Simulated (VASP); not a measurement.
# Pd (Fm-3m) in VASP: settings compared

Aim: see how the results for Pd move with the level of theory and the settings. Levels: RPBE, PBE, r2SCAN. Tasks: relaxation of cell and atoms.

Program: VASP 6.6.1. These are calculated values, not measurements. Logs are shortened: lines on timing, memory, paths and dates and some standing lists are left out, and cuts for length are marked.

## 1. The crystal as given

The structure is cubic, space group Fm-3m (No. 225). Conventional cell: a = 3.893 Å, b = 3.893 Å, c = 3.893 Å, α = 90.00°, β = 90.00°, γ = 90.00°. Pd (site symmetry m-3m) is surrounded by 12 Pd at 2.75 Å.

## 2. Relaxation of cell and atoms, RPBE

Contents of INCAR:

```
  PREC = Accurate
  ENCUT = 600
  EDIFF = 1E-6
  ISMEAR = 1
  SIGMA = 0.1
  LREAL = False
  LASPH = True
  NELM = 80
  ALGO = Normal
  ISIF = 3
  LWAVE = False
  LCHARG = False
  GGA = RP
  IBRION = 2
  NSW = 90
  EDIFFG = -0.01
```

Contents of KPOINTS:

```
Automatic mesh
0
Gamma
  16 16 16
```

Contents of POSCAR:

```
Pd
1.0
    0.0000000000      1.9465000000      1.9465000000
    1.9465000000      0.0000000000      1.9465000000
    1.9465000000      1.9465000000      0.0000000000
Pd
1
Direct
    0.0000000000      0.0000000000      0.0000000000
```

Potentials or basis: VASP PAW PBE potentials, release 64 (Pd).

Launch:

```console
cat potpaw_PBE.64/Pd/POTCAR > POTCAR
mpirun -np 1 vasp_std > vasp.out
```

OUTCAR:

```text
PREC = Accurate
   ENCUT = 600
   EDIFF = 1E-6
   ISMEAR = 1
   LREAL = False
   LASPH = True
   NELM = 80
   ISIF = 3
   GGA = RP
   IBRION = 2
   NSW = 90
   EDIFFG = -0.01

 ion  position               nearest neighbor table
   1  0.000  0.000  0.000-

  LATTYP: Found a face centered cubic cell.
 ALAT       =     3.8930000000

  Lattice vectors:

 A1 = (   0.0000000000,   1.9465000000,   1.9465000000)
 A2 = (   1.9465000000,   0.0000000000,   1.9465000000)
 A3 = (   1.9465000000,   1.9465000000,   0.0000000000)

Analysis of symmetry for initial positions (statically):
=====================================================================
 Subroutine PRICEL returns:
 Original cell was already a primitive cell.

 Routine SETGRP: Setting up the symmetry group for a
 face centered cubic supercell.

 Subroutine GETGRP returns: Found 48 space group operations
 (whereof 48 operations were pure point group operations)
 out of a pool of 48 trial point group operations.

The static configuration has the point symmetry O_h .

Analysis of symmetry for dynamics (positions and initial velocities):
=====================================================================
 Subroutine PRICEL returns:
 Original cell was already a primitive cell.

 Routine SETGRP: Setting up the symmetry group for a
 face centered cubic supercell.

 Subroutine GETGRP returns: Found 48 space group operations
 (whereof 48 operations were pure point group operations)
 out of a pool of 48 trial point group operations.

The dynamic configuration has the point symmetry O_h .

 Subroutine INISYM returns: Found 48 space group operations
 (whereof 48 operations are pure point group operations),
 and found     1 'primitive' translations

----------------------------------------------------------------------------------------

                                     Primitive cell

  volume of cell :      14.7500

  direct lattice vectors                    reciprocal lattice vectors
     0.000000000  1.946500000  1.946500000    -0.256871307  0.256871307  0.256871307
     1.946500000  0.000000000  1.946500000     0.256871307 -0.256871307  0.256871307
     1.946500000  1.946500000  0.000000000     0.256871307  0.256871307 -0.256871307

  length of vectors
     2.752766699  2.752766699  2.752766699     0.444914156  0.444914156  0.444914156

[... 91 lines left out ...]
   EMIN   =  10.00;   EMAX   =-10.00  energy-range for DOS
   EFERMI =   0.00;   METHOD = LEGACY
   ISMEAR =     1;   SIGMA  =   0.10  broadening in eV -4-tet -1-fermi 0-gaus
   EFERMI_NEDOS =   21; number of points for ismear=-14 and -15
   IALGO  =     38    algorithm
   IMIX   =      4    mixing-type and parameters
     AMIX     =   0.40;   BMIX     =  1.00
     AMIX_MAG =   1.60;   BMIX_MAG =  1.00
  volume/ion in A,a.u.               =      14.75        99.54
  Fermi-wavevector in a.u.,A,eV,Ry     =   1.438171  2.717748 28.141404  2.068335
  Thomas-Fermi vector in A             =   2.557167
   LORBIT       =      0    0 simple, 1 ext, 2 COOP (PROOUT), +10 PAW based schemes
   GGA     = RP    functional components
   LHFCALC =     F    Hartree Fock is set to
   AEXX    =    0.0000 exact exchange contribution
   IVDW    =     0    specifies the selected vdW correction
   LEPSILON=     F    determine dielectric tensor
   LRPA    =     F    only Hartree local field effects (RPA)
 conjugate gradient relaxation of ions
 non-spin polarized calculation
 Methfessel and Paxton  Order N= 1 SIGMA  =   0.10
  energy-cutoff  :      600.00
  volume of cell :       14.75
 maximum number of plane-waves:       531
 NGX is ok and might be reduce to    24
   NGX = 11   NGY = 11   NGZ = 11

--------------------------------------- Ionic step        1  -------------------------------------------

 number of electron      10.0000000 magnetization

 number of electron       9.9999999 magnetization

 Free energy of the ion-electron system (eV)
  ---------------------------------------------------
  ext. energy  EPLUGINS =         0.00000000
  ---------------------------------------------------
  free energy    TOTEN  =        -4.59416450 eV

  energy without entropy =       -4.59401276  energy(sigma->0) =       -4.59411392

------------------------ aborting loop because EDIFF is reached ----------------------------------------

  FORCE on cell =-STRESS in cart. coord.  units (eV):
  Direction    XX          YY          ZZ          XY          YZ          ZX
  --------------------------------------------------------------------------------------
  -------------------------------------------------------------------------------------
  Total        1.0577410      1.0577410      1.0577410     -0.0000000      0.0000000      0.0000000
  in kB      114.8938235    114.8938235    114.8938235     -0.0000000      0.0000000      0.0000000
  external PRESSURE =     114.8938235 kB  Pullay stress =       0.0000000 kB
[... 92 lines left out ...]
--------------------------------------- Ionic step        4  -------------------------------------------

 number of electron      10.0000001 magnetization

 Free energy of the ion-electron system (eV)
  ---------------------------------------------------
  ext. energy  EPLUGINS =         0.00000000
  ---------------------------------------------------
  free energy    TOTEN  =        -4.62677597 eV

  energy without entropy =       -4.62624484  energy(sigma->0) =       -4.62659892

 E-fermi :   8.8512     XC(G=0): -12.6751

 val. band max:        8.8450455294   @ k =  -0.3125   0.3750   0.1875
 cond. band min:       8.8544914985   @ k =   0.5000   0.3750   0.0625
 fundamental gap:      0.0094459691
 Fermi energy:         8.8511552950

 k-point     1 :       0.0000    0.0000    0.0000
  band No.  band energies     occupation
      1       2.2374      2.00000
      2       6.3000      2.00000
      3       6.3000      2.00000
      4       6.3000      2.00000
      5       7.7410      2.00000
      6       7.7410      2.00000
      7      25.9853      0.00000
      8      30.4299      0.00000
      9      30.4299      0.00000
[... 265 lines left out ...]
 k-point    24 :      -0.0625    0.0625    0.0000
  band No.  band energies     occupation
      1       2.5902      2.00000
      2       6.1695      2.00000
      3       6.4063      2.00000
      4       6.4404      2.00000
      5       7.6226      2.00000
      6       7.7639      2.00000
      7      26.2745      0.00000
      8      28.6038      0.00000
      9      30.1298      0.00000

 [... further k-points ...]
[... 5 lines left out ...]
  --------------------------------------------------------------------------------------
  -------------------------------------------------------------------------------------
  Total        0.0040303      0.0040303      0.0040303      0.0000000      0.0000000     -0.0000000
  in kB        0.4105848      0.4105848      0.4105848      0.0000000      0.0000000     -0.0000000
  external PRESSURE =       0.4105848 kB  Pullay stress =       0.0000000 kB
[... 16 lines left out ...]
  FREE ENERGIE OF THE ION-ELECTRON SYSTEM (eV)
  ---------------------------------------------------
  free  energy   TOTEN  =        -4.6267759662 eV

  energy  without entropy=       -4.6262448389  energy(sigma->0) =       -4.62659892

 reached required accuracy - stopping structural energy minimisation
```

Run time: 84 s. Hardware: 1 thread of AMD EPYC 7R43 (Zen 3), shared host; peak memory 0.13 GiB.

What came out:

```
Free energy                            : -4.6268 eV
Relaxed volume                         : 15.73 Å³/atom
Relaxed cell                           : a = 2.812 Å, b = 2.812 Å, c = 2.812 Å, α = 60.00°, β = 60.00°, γ = 60.00°
Space group after relaxing (to 0.05 Å) : Fm-3m (No. 225)
Energy gained by relaxing              : 32.6 meV/atom
Ionic steps                            : 4
Pressure after relaxing                : 0.0 GPa
Band gap on the k mesh                 : none (metal or under the smearing width)
```

Step by step:
```tsv
step	energy change (eV)	largest force (eV/Å)	pressure (GPa)	volume (Å³)
1	0.0000	0.0000	11.49	14.75
2	0.0150	0.0000	-9.90	17.13
3	-0.0326	0.0000	-0.15	15.75
4	-0.0326	0.0000	0.04	15.73
```

Final structure:
```yaml
crystal:
  lattice:
    - [0.00000, 1.98856, 1.98856]
    - [1.98856, 0.00000, 1.98856]
    - [1.98856, 1.98856, 0.00000]
  atoms:
    - { symbol: Pd, position: [0.00000, 0.00000, 0.00000] }
```

Caveat: the PAW data sets were made with another functional, which shifts forces and pressure a little. Zero-point motion and thermal expansion aren't in these numbers.

## 3. Relaxation of cell and atoms, RPBE

This run uses another cell than the first one, of 15.73 Å³/atom, 1.066 times its volume.

Edit INCAR of step 2 so:

```diff
@@ -2,3 +2,3 @@
   ENCUT = 600
-  EDIFF = 1E-6
+  EDIFF = 1E-7
   ISMEAR = 1
@@ -15,2 +15,2 @@
   NSW = 90
-  EDIFFG = -0.01
+  EDIFFG = -0.005
```

KPOINTS is that of step 2.

Contents of POSCAR:

```
Pd                                      
1.0
   -0.0000000000      1.9885573570      1.9885573570
    1.9885573570      0.0000000000      1.9885573570
    1.9885573570      1.9885573570      0.0000000000
  Pd            
     1
Direct
     0.0000000000000000    0.0000000000000000    0.0000000000000000
```

Potentials or basis: VASP PAW PBE potentials, release 64 (Pd).

Launch:

```console
cat potpaw_PBE.64/Pd/POTCAR > POTCAR
mpirun -np 1 vasp_std > vasp.out
```

Wall time 40 s (1 thread of AMD EPYC 7R43 (Zen 3), shared host); peak memory 0.13 GiB.

The run converged. Its results:

```yaml
Free_energy: -4.6276 eV
Pressure_after_relaxing: 0.0 GPa
Band_gap_on_the_k_mesh: none (metal or under the smearing width)
```

Final structure:
```cif
data_structure
_symmetry_space_group_name_H-M 'P 1'
_symmetry_Int_Tables_number 1
_cell_length_a 2.8122
_cell_length_b 2.8122
_cell_length_c 2.8122
_cell_angle_alpha 60.000
_cell_angle_beta 60.000
_cell_angle_gamma 60.000
_cell_volume 15.73
loop_
_atom_site_label
_atom_site_type_symbol
_atom_site_fract_x
_atom_site_fract_y
_atom_site_fract_z
_atom_site_occupancy
Pd1 Pd 0.00000 0.00000 0.00000 1
```

Levels at points of the mesh, in eV from the Fermi level:
| k point | band 2 | band 3 | band 4 | band 5 | band 6 | band 7 | band 8 | band 9 |
| --- | --- | --- | --- | --- | --- | --- | --- | --- |
| (0.00, 0.00, 0.00) | -2.55 | -2.55 | -2.55 | -1.11 | -1.11 | 17.13 | 21.58 | 21.58 |
| (0.50, 0.00, 0.00) | -2.59 | -2.59 | -0.03 | -0.03 | 1.18 | 6.87 | 16.48 | 20.53 |
| (0.50, 0.50, 0.00) | -4.60 | -0.06 | 0.25 | 0.25 | 3.40 | 10.16 | 12.91 | 12.91 |

Caveat: the relaxation stopped at its first step, so nothing moved; the PAW data sets were made with another functional, which shifts forces and pressure a little.

## 4. Relaxation of cell and atoms, PBE

Contents of INCAR:

```
SYSTEM = Pd
ALGO = Normal
EDIFF = 1E-6
EDIFFG = -0.01
ENCUT = 300
GGA = PE
IBRION = 2
ISIF = 3
ISMEAR = 1
LASPH = .True.
LCHARG = .False.
LREAL = .False.
LWAVE = .False.
NELM = 80
NSW = 90
PREC = Accurate
SIGMA = 0.1
```

Contents of KPOINTS:

```
k-points
0
Gamma
  8 8 8
  0 0 0
```

Contents of POSCAR:

```
Pd
1.0
    0.0000000000      1.9465000000      1.9465000000
    1.9465000000      0.0000000000      1.9465000000
    1.9465000000      1.9465000000      0.0000000000
Pd
1
Direct
    0.0000000000      0.0000000000      0.0000000000
```

Launch:

```console
cat potpaw_PBE.64/Pd/POTCAR > POTCAR
mpirun -np 1 vasp_std > vasp.out
```

Wall time 2.7 s (1 thread of Intel Xeon 6975P-C (Granite Rapids), shared host); peak memory 0.11 GiB.

Results (log left out):

```yaml
Free_energy: -5.2023 eV
Relaxed_volume: 15.38 Å³/atom
Relaxed_cell: a = 2.791 Å, b = 2.791 Å, c = 2.791 Å, α = 60.00°, β = 60.00°, γ = 60.00°
Space_group_after_relaxing_to_0.05_Å: Fm-3m (No. 225)
Energy_gained_by_relaxing: 13.9 meV/atom
Ionic_steps: 3
Pressure_after_relaxing: -0.1 GPa
Band_gap_on_the_k_mesh: none (metal or under the smearing width)
```

The path:
| step | energy change (eV) | largest force (eV/Å) | pressure (GPa) | volume (Å³) |
| --- | --- | --- | --- | --- |
| 1 | 0.0000 | 0.0000 | 7.51 | 14.75 |
| 2 | 0.0102 | 0.0000 | -8.07 | 16.28 |
| 3 | -0.0139 | 0.0000 | -0.09 | 15.38 |

Final structure:
```cif
data_structure
_symmetry_space_group_name_H-M 'P 1'
_symmetry_Int_Tables_number 1
_cell_length_a 2.7914
_cell_length_b 2.7914
_cell_length_c 2.7914
_cell_angle_alpha 60.000
_cell_angle_beta 60.000
_cell_angle_gamma 60.000
_cell_volume 15.38
loop_
_atom_site_label
_atom_site_type_symbol
_atom_site_fract_x
_atom_site_fract_y
_atom_site_fract_z
_atom_site_occupancy
Pd1 Pd 0.00000 0.00000 0.00000 1
```

Levels at points of the mesh, in eV from the Fermi level:
| k point | band 2 | band 3 | band 4 | band 5 | band 6 | band 7 | band 8 | band 9 |
| --- | --- | --- | --- | --- | --- | --- | --- | --- |
| (0.00, 0.00, 0.00) | -2.71 | -2.71 | -2.71 | -1.21 | -1.21 | 17.06 | 21.59 | 21.59 |
| (0.50, 0.00, 0.00) | -2.76 | -2.76 | -0.08 | -0.08 | 1.00 | 6.91 | 16.40 | 20.59 |
| (0.50, 0.50, 0.00) | -4.84 | -0.11 | 0.21 | 0.21 | 3.25 | 10.25 | 12.87 | 12.87 |

Caveat: the cutoff is under 1.25 times the usual one of these potentials, so pressure, stress and relaxed cells hold a basis-set (Pulay) error.

## 5. Relaxation of cell and atoms, PBE

This run uses another cell than the first one, of 15.38 Å³/atom, 1.043 times its volume.

Edit INCAR of step 4 so:

```diff
@@ -2,4 +2,4 @@
 ALGO = Normal
-EDIFF = 1E-6
-EDIFFG = -0.01
+EDIFF = 1E-7
+EDIFFG = -0.005
 ENCUT = 300
```

KPOINTS is that of step 4.

Contents of POSCAR:

```
Pd                                      
1.0
    0.0000000000      1.9738467075      1.9738467075
    1.9738467075      0.0000000000      1.9738467075
    1.9738467075      1.9738467075      0.0000000000
  Pd            
     1
Direct
     0.0000000000000000    0.0000000000000000    0.0000000000000000
```

Launch:

```console
cat potpaw_PBE.64/Pd/POTCAR > POTCAR
mpirun -np 1 vasp_std > vasp.out
```

It took 2.4 s on 1 thread of Intel Xeon 6975P-C (Granite Rapids), shared host; peak memory 0.11 GiB.

Results (log left out):

```
Free energy                            : -5.2032 eV
Relaxed volume                         : 15.35 Å³/atom
Relaxed cell                           : a = 2.790 Å, b = 2.790 Å, c = 2.790 Å, α = 60.00°, β = 60.00°, γ = 60.00°
Space group after relaxing (to 0.05 Å) : Fm-3m (No. 225)
Energy gained by relaxing              : 0.0 meV/atom
Ionic steps                            : 3
Pressure after relaxing                : 0.0 GPa
Band gap on the k mesh                 : none (metal or under the smearing width)
```

Final structure:
```
CELL_PARAMETERS angstrom
0.00000 1.97262 1.97262
1.97262 0.00000 1.97262
1.97262 1.97262 0.00000
ATOMIC_POSITIONS crystal
Pd 0.00000 0.00000 0.00000
```

Levels at points of the mesh, in eV from the Fermi level:
```
           k point  band 2  band 3  band 4  band 5  band 6  band 7  band 8  band 9
(0.00, 0.00, 0.00)   -2.72   -2.72   -2.72   -1.21   -1.21   17.06   21.60   21.60
(0.50, 0.00, 0.00)   -2.77   -2.77   -0.08   -0.08    0.99    6.93   16.40   20.60
(0.50, 0.50, 0.00)   -4.86   -0.11    0.21    0.21    3.25   10.27   12.88   12.88
```

Caveat: the cutoff is under 1.25 times the usual one of these potentials, so pressure, stress and relaxed cells hold a basis-set (Pulay) error.

(Continued in part 2 of 2.)
